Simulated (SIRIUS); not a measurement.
Zn in SIRIUS: convergence with pw cutoff

The system is Zn.

```xyz
1
Lattice="-1.5690 1.5690 1.5690 1.5690 -1.5690 1.5690 1.5690 1.5690 -1.5690" Properties=species:S:1:pos:R:3 pbc="T T T"
Zn    0.0000    0.0000    0.0000
```

This isn't the form of Zn at room conditions, which is hcp.

- Program: SIRIUS 7.12.0
- Task: convergence study
- Functional: PBE
- Potentials or basis: all-electron FP-LAPW
- Cutoff: 167 eV
- Basis: apw+lo standard
- k mesh: 12 × 12 × 12
- Occupations: fermi-dirac, width 0.05 eV
- Spin: no spin polarisation

These are the settings of the first run; the series varies pw cutoff, with any setting tied to it.

Hardware: 1 thread of Arm Neoverse V1, with other jobs on the host.

```csv
pw cutoff,"energy less the tightest run, at zero smearing (meV/atom)",SCF cycles,CPU time (s),peak memory (GiB)
12 1/bohr,0.00,7,18,0.26
14 1/bohr,0.00,7,19,0.27
16 1/bohr,0.00,7,19,0.27
19 1/bohr,0.00,7,19,0.29
22 1/bohr,0.00,7,20,0.31
26 1/bohr,0.00,7,22,0.34
30 1/bohr,0.00,7,23,0.39
```

Against the tightest run, the energy stays within 1 meV/atom from 12 1/bohr on. The tightest run that finished is the yardstick and may itself not be fully converged.
